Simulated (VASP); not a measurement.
# InP (F-43m) in VASP: a series of runs

The runs below take InP through single point, with PBEsol.

Everything below comes from runs of VASP 6.6.1. Logs are shortened: lines on timing, memory, paths and dates and some standing lists are left out, and cuts for length are marked.

**Experimental background.**

From a printed reference work, data compilation, for a bulk crystal of InP at 1.6 K: band gap 1.4236 eV (direct).

How close the calculation comes is told below.

### Step 1. The cell of the first run

The structure is cubic, space group F-43m (No. 216). Conventional cell: a = 5.700 Å, b = 5.700 Å, c = 5.700 Å, α = 90.00°, β = 90.00°, γ = 90.00°. In (site symmetry -43m) has 4 P at 2.47 Å within 3.3 Å. P (site symmetry -43m) has 4 In at 2.47 Å within 3.3 Å.

### Step 2. Single point, PBEsol

Input file INCAR:

```
SYSTEM = InP
ALGO     = Normal         ! electronic algorithm
EDIFF    = 1E-6           ! SCF threshold, eV
ENCUT    = 520            ! plane-wave cutoff, eV
GGA      = PS             ! functional
ISIF     = 2              ! what is computed and relaxed
ISMEAR   = 0              ! smearing method
LASPH    = .TRUE.         ! aspherical terms in the spheres
LCHARG   = .FALSE.        ! write CHGCAR
LREAL    = .FALSE.        ! projectors in reciprocal space
LWAVE    = .FALSE.        ! write WAVECAR
NBANDS   = 16             ! bands
NELM     = 60             ! most SCF steps
PREC     = Accurate       ! precision mode
SIGMA    = 0.01           ! smearing width, eV
```

Input file KPOINTS:

```
k-points
0
G
  6 6 6
  0 0 0
```

Input file POSCAR:

```
InP
1.0
    0.0000000000      2.8501715552      2.8501715552
    2.8501715552      0.0000000000      2.8501715552
    2.8501715552      2.8501715552      0.0000000000
In P
1 1
Direct
    0.0000000000      0.0000000000      0.0000000000
    0.2500000000      0.2500000000      0.2500000000
```

Potentials or basis: VASP PAW PBE potentials, release 64 (In_d, P).

The run is started by

```console
cat potpaw_PBE.64/In_d/POTCAR potpaw_PBE.64/P/POTCAR > POTCAR
mpirun -np 1 vasp_std > vasp.out
```

OUTCAR:

```text
SYSTEM = InP
   EDIFF = 1E-6
   ENCUT = 520
   GGA = PS
   ISIF = 2
   ISMEAR = 0
   LASPH = .TRUE.
   LREAL = .FALSE.
   NELM = 60
   PREC = Accurate

 ion  position               nearest neighbor table
   1  0.000  0.000  0.000-   2 2.47   2 2.47   2 2.47   2 2.47
   2  0.250  0.250  0.250-   1 2.47   1 2.47   1 2.47   1 2.47

  LATTYP: Found a face centered cubic cell.
 ALAT       =     5.7003431104

  Lattice vectors:

 A1 = (   0.0000000000,   2.8501715552,   2.8501715552)
 A2 = (   2.8501715552,   0.0000000000,   2.8501715552)
 A3 = (   2.8501715552,   2.8501715552,   0.0000000000)

Analysis of symmetry for initial positions (statically):
=====================================================================
 Subroutine PRICEL returns:
 Original cell was already a primitive cell.

 Routine SETGRP: Setting up the symmetry group for a
 face centered cubic supercell.

 Subroutine GETGRP returns: Found 24 space group operations
 (whereof 24 operations were pure point group operations)
 out of a pool of 48 trial point group operations.

The static configuration has the point symmetry T_d .

Analysis of symmetry for dynamics (positions and initial velocities):
=====================================================================
 Subroutine PRICEL returns:
 Original cell was already a primitive cell.

 Routine SETGRP: Setting up the symmetry group for a
 face centered cubic supercell.

 Subroutine GETGRP returns: Found 24 space group operations
 (whereof 24 operations were pure point group operations)
 out of a pool of 48 trial point group operations.

The dynamic configuration has the point symmetry T_d .

 Subroutine INISYM returns: Found 24 space group operations
 (whereof 24 operations are pure point group operations),
 and found     1 'primitive' translations

----------------------------------------------------------------------------------------

                                     Primitive cell

  volume of cell :      46.3066

  direct lattice vectors                    reciprocal lattice vectors
     0.000000000  2.850171555  2.850171555    -0.175428037  0.175428037  0.175428037
     2.850171555  0.000000000  2.850171555     0.175428037 -0.175428037  0.175428037
     2.850171555  2.850171555  0.000000000     0.175428037  0.175428037 -0.175428037

  length of vectors
     4.030751268  4.030751268  4.030751268     0.303850273  0.303850273  0.303850273

  position of ions in fractional coordinates (direct lattice)
     0.000000000  0.000000000  0.000000000
     0.250000000  0.250000000  0.250000000

  ion indices of the primitive-cell ions
   primitive index   ion index
                 1           1
                 2           2

----------------------------------------------------------------------------------------

 KPOINTS: k-points

Automatic generation of k-mesh.
 Grid dimensions read from file:
 generate k-points for:    6    6    6

 Generating k-lattice:

  Cartesian coordinates                     Fractional coordinates (reciprocal lattice)
    -0.029238006  0.029238006  0.029238006     0.166666667  0.000000000  0.000000000
     0.029238006 -0.029238006  0.029238006     0.000000000  0.166666667  0.000000000
     0.029238006  0.029238006 -0.029238006     0.000000000  0.000000000  0.166666667

  Length of vectors
     0.050641712  0.050641712  0.050641712

  Shift w.r.t. Gamma in fractional coordinates (k-lattice)
     0.000000000  0.000000000  0.000000000

 Subroutine IBZKPT returns following result:
 ===========================================

 Found     16 irreducible k-points:

 Following reciprocal coordinates:
            Coordinates               Weight
  0.000000  0.000000  0.000000      1.000000
  0.166667  0.000000  0.000000      8.000000
  0.333333  0.000000  0.000000      8.000000
  0.500000  0.000000  0.000000      4.000000
  0.166667  0.166667  0.000000      6.000000
  0.333333  0.166667  0.000000     24.000000
[... 8 lines left out ...]
 -0.333333  0.333333  0.166667     24.000000
 -0.333333  0.500000  0.166667     12.000000
   k-points           NKPTS =     16   k-points in BZ     NKDIM =     16   number of bands    NBANDS=     16
   number of dos      NEDOS =    301   number of ions     NIONS =      2
   total plane-waves  NPLWV =  27000
   dimension x,y,z NGX =    30 NGY =   30 NGZ =   30
   dimension x,y,z NGXF=    60 NGYF=   60 NGZF=   60
   ions per type =               1   1
   NGX,Y,Z   is equivalent  to a cutoff of  12.37, 12.37, 12.37 a.u.
   NGXF,Y,Z  is equivalent  to a cutoff of  24.75, 24.75, 24.75 a.u.
 SYSTEM =  InP
   PREC   = accura    normal or accurate (medium, high low for compatibility)
   ISTART =      0    job   : 0-new  1-cont  2-samecut
   ICHARG =      2    charge: 1-file 2-atom 10-const
   ISPIN  =      1    spin polarized calculation?
   LNONCOLLINEAR =      F non collinear calculations
   LSORBIT =      F    spin-orbit coupling
   LASPH  =      T    aspherical Exc in radial PAW
   ENCUT  =  520.0 eV  38.22 Ry    6.18 a.u.   7.49  7.49  7.49*2*pi/ulx,y,z
   NELM   =     60;   NELMIN=  2; NELMDL= -5     # of ELM steps
   EDIFF  = 0.1E-05   stopping-criterion for ELM
   LREAL  =      F    real-space projection
   EDIFFG = 0.1E-04   stopping-criterion for IOM
   NSW    =      0    number of steps for IOM
   IBRION =     -1    ionic relax: 0-MD 1-quasi-New 2-CG
   NFREE  =      0    steps in history (QN), initial steepest desc. (CG)
   ISIF   =      2    stress and relaxation
   ISYM   =      2    0-nonsym 1-usesym 2-fastsym
   POTIM  = 0.5000    time-step for ionic-motion
   TEBEG  =    0.0;   TEEND  =   0.0 temperature during run
   PSTRESS=    0.0 pullay stress
   NELECT =      18.0000    total number of electrons
   NUPDOWN=      -1.0000    fix difference up-down
   EMIN   =  10.00;   EMAX   =-10.00  energy-range for DOS
   EFERMI =   0.00;   METHOD = LEGACY
   ISMEAR =     0;   SIGMA  =   0.01  broadening in eV -4-tet -1-fermi 0-gaus
   EFERMI_NEDOS =   21; number of points for ismear=-14 and -15
   IALGO  =     38    algorithm
   IMIX   =      4    mixing-type and parameters
     AMIX     =   0.40;   BMIX     =  1.00
     AMIX_MAG =   1.60;   BMIX_MAG =  1.00
  volume/ion in A,a.u.               =      23.15       156.25
  Fermi-wavevector in a.u.,A,eV,Ry     =   1.194771  2.257790 19.422013  1.427478
  Thomas-Fermi vector in A             =   2.330753
   LORBIT       =      0    0 simple, 1 ext, 2 COOP (PROOUT), +10 PAW based schemes
   GGA     = PS    functional components
   LHFCALC =     F    Hartree Fock is set to
   AEXX    =    0.0000 exact exchange contribution
   IVDW    =     0    specifies the selected vdW correction
   LEPSILON=     F    determine dielectric tensor
   LRPA    =     F    only Hartree local field effects (RPA)
 non-spin polarized calculation
 Gauss-broadening in eV      SIGMA  =   0.01
  energy-cutoff  :      520.00
  volume of cell :       46.31
 maximum number of plane-waves:      1272
 NGX is ok and might be reduce to    30
   NGX = 15   NGY = 15   NGZ = 15

 number of electron      17.9999992 magnetization

 Free energy of the ion-electron system (eV)
  ---------------------------------------------------
  ext. energy  EPLUGINS =         0.00000000
  ---------------------------------------------------
  free energy    TOTEN  =        -9.04441722 eV

  energy without entropy =       -9.04441722  energy(sigma->0) =       -9.04441722

 E-fermi :   6.1035     XC(G=0):  -9.8491

 val. band max:        6.0608929235   @ k =   0.0000   0.0000   0.0000
 cond. band min:       7.1157579517   @ k =   0.0000   0.0000   0.0000
 fundamental gap:      1.0548650281
 Fermi energy:         6.1035388722

 k-point     1 :       0.0000    0.0000    0.0000
  band No.  band energies     occupation
      1      -8.3028      2.00000
      2      -8.3028      2.00000
      3      -8.3028      2.00000
      4      -8.1015      2.00000
      5      -8.1015      2.00000
      6      -6.1011      2.00000
[... 8 lines left out ...]
     15      15.6175      0.00000
     16      15.6175      0.00000

 k-point     2 :       0.1667    0.0000    0.0000
  band No.  band energies     occupation
      1      -8.3502      2.00000
      2      -8.2861      2.00000
      3      -8.2861      2.00000
      4      -8.1011      2.00000
      5      -8.1011      2.00000
      6      -5.7389      2.00000
[... 8 lines left out ...]
     15      14.6753      0.00000
     16      15.6106      0.00000

 k-point     3 :       0.3333    0.0000    0.0000
  band No.  band energies     occupation
      1      -8.4334      2.00000
      2      -8.2599      2.00000
      3      -8.2599      2.00000
      4      -8.0924      2.00000
      5      -8.0924      2.00000
      6      -4.7946      2.00000
[... 8 lines left out ...]
     15      15.2181      0.00000
     16      15.2181      0.00000

 k-point     4 :       0.5000    0.0000    0.0000
  band No.  band energies     occupation
      1      -8.4709      2.00000
      2      -8.2512      2.00000
      3      -8.2512      2.00000
      4      -8.0831      2.00000
      5      -8.0831      2.00000
      6      -4.0518      2.00000
[... 8 lines left out ...]
     15      16.8615      0.00000
     16      16.8615      0.00000

 k-point     5 :       0.1667    0.1667    0.0000
  band No.  band energies     occupation
      1      -8.3798      2.00000
      2      -8.2691      2.00000
      3      -8.2691      2.00000
      4      -8.1173      2.00000
      5      -8.0896      2.00000
      6      -5.6222      2.00000
[... 8 lines left out ...]
     15      15.8539      0.00000
     16      16.9141      0.00000

 k-point     6 :       0.3333    0.1667    0.0000
  band No.  band energies     occupation
      1      -8.4430      2.00000
      2      -8.2457      2.00000
      3      -8.2383      2.00000
      4      -8.1245      2.00000
      5      -8.0793      2.00000
      6      -4.8679      2.00000
[... 8 lines left out ...]
     15      16.1261      0.00000
     16      16.9412      0.00000

 k-point     7 :       0.5000    0.1667    0.0000
  band No.  band energies     occupation
      1      -8.4787      2.00000
      2      -8.2406      2.00000
      3      -8.2265      2.00000
      4      -8.1084      2.00000
      5      -8.0787      2.00000
      6      -3.9263      2.00000
[... 8 lines left out ...]
     15      16.9193      0.00000
     16      17.2619      0.00000

 k-point     8 :      -0.3333    0.1667    0.0000
  band No.  band energies     occupation
      1      -8.4631      2.00000
      2      -8.2449      2.00000
      3      -8.2364      2.00000
      4      -8.0982      2.00000
      5      -8.0925      2.00000
      6      -4.1960      2.00000
[... 8 lines left out ...]
     15      16.2656      0.00000
     16      17.3963      0.00000

 k-point     9 :      -0.1667    0.1667    0.0000
  band No.  band energies     occupation
      1      -8.4061      2.00000
      2      -8.2662      2.00000
      3      -8.2594      2.00000
      4      -8.1093      2.00000
      5      -8.0919      2.00000
      6      -5.1794      2.00000
[... 8 lines left out ...]
     15      15.6806      0.00000
     16      17.2732      0.00000

 k-point    10 :       0.3333    0.3333    0.0000
  band No.  band energies     occupation
      1      -8.4997      2.00000
      2      -8.1985      2.00000
      3      -8.1985      2.00000
      4      -8.1558      2.00000
      5      -8.0658      2.00000
      6      -4.3694      2.00000
[... 8 lines left out ...]
     15      16.4516      0.00000
     16      19.8209      0.00000

 k-point    11 :       0.5000    0.3333    0.0000
  band No.  band energies     occupation
      1      -8.5214      2.00000
      2      -8.1957      2.00000
      3      -8.1809      2.00000
      4      -8.1521      2.00000
      5      -8.0649      2.00000
      6      -3.5666      2.00000
[... 8 lines left out ...]
     15      17.0836      0.00000
     16      18.4850      0.00000

 k-point    12 :      -0.3333    0.3333    0.0000
  band No.  band energies     occupation
      1      -8.4975      2.00000
      2      -8.2224      2.00000
      3      -8.1956      2.00000
      4      -8.1230      2.00000
      5      -8.0859      2.00000
      6      -3.4543      2.00000
[... 8 lines left out ...]
     15      15.3503      0.00000
     16      19.4809      0.00000

 k-point    13 :       0.5000    0.5000    0.0000
  band No.  band energies     occupation
      1      -8.5500      2.00000
      2      -8.1769      2.00000
      3      -8.1616      2.00000
      4      -8.1616      2.00000
      5      -8.0538      2.00000
      6      -3.2907      2.00000
[... 8 lines left out ...]
     15      16.8586      0.00000
     16      18.0943      0.00000

 k-point    14 :       0.5000    0.3333    0.1667
  band No.  band energies     occupation
      1      -8.4836      2.00000
      2      -8.2303      2.00000
      3      -8.2052      2.00000
      4      -8.1305      2.00000
      5      -8.0771      2.00000
      6      -4.0579      2.00000
[... 8 lines left out ...]
     15      17.4993      0.00000
     16      18.1136      0.00000

 k-point    15 :      -0.3333    0.3333    0.1667
  band No.  band energies     occupation
      1      -8.4961      2.00000
      2      -8.2310      2.00000
      3      -8.1910      2.00000
      4      -8.1224      2.00000
      5      -8.0840      2.00000
      6      -3.4521      2.00000
[... 8 lines left out ...]
     15      17.4032      0.00000
     16      17.9678      0.00000

 k-point    16 :      -0.3333    0.5000    0.1667
  band No.  band energies     occupation
      1      -8.5198      2.00000
      2      -8.2056      2.00000
      3      -8.1760      2.00000
      4      -8.1410      2.00000
      5      -8.0724      2.00000
      6      -3.2019      2.00000
[... 8 lines left out ...]
     15      17.5974      0.00000
     16      18.3654      0.00000

------------------------ aborting loop because EDIFF is reached ----------------------------------------

  FORCE on cell =-STRESS in cart. coord.  units (eV):
  Direction    XX          YY          ZZ          XY          YZ          ZX
  --------------------------------------------------------------------------------------
  -------------------------------------------------------------------------------------
  Total        2.1933325      2.1933325      2.1933325     -0.0000000      0.0000000      0.0000000
  in kB       75.8878167     75.8878167     75.8878167     -0.0000000      0.0000000      0.0000000
  external PRESSURE =      75.8878167 kB  Pullay stress =       0.0000000 kB

 VOLUME and BASIS-vectors are now :
 -----------------------------------------------------------------------------
  energy-cutoff  :      520.00
  volume of cell :       46.31
      direct lattice vectors                 reciprocal lattice vectors
     0.000000000  2.850171555  2.850171555    -0.175428037  0.175428037  0.175428037
     2.850171555  0.000000000  2.850171555     0.175428037 -0.175428037  0.175428037
     2.850171555  2.850171555  0.000000000     0.175428037  0.175428037 -0.175428037

 POSITION                                       TOTAL-FORCE (eV/Angst)
 -----------------------------------------------------------------------------------
      0.00000      0.00000      0.00000         0.000000      0.000000      0.000000
      1.42509      1.42509      1.42509        -0.000000     -0.000000     -0.000000
 -----------------------------------------------------------------------------------
    total drift:                               -0.000000     -0.000000     -0.000000

  FREE ENERGIE OF THE ION-ELECTRON SYSTEM (eV)
  ---------------------------------------------------
  free  energy   TOTEN  =        -9.0444172189 eV

  energy  without entropy=       -9.0444172189  energy(sigma->0) =       -9.04441722
```

Wall time 22 s (1 thread of AMD EPYC 7R43 (Zen 3), shared host); peak memory 0.13 GiB.

What came out:

- Free energy: -9.0444 eV
- Pressure: 7.6 GPa
- Band gap on the k mesh: 1.05 eV, direct

Caveat: the PAW data sets were made with another functional, which shifts forces and pressure a little; spin-orbit coupling is left out, which moves the levels of the heavy elements. A k mesh can miss the band edges.

[end of part 1 of 3]
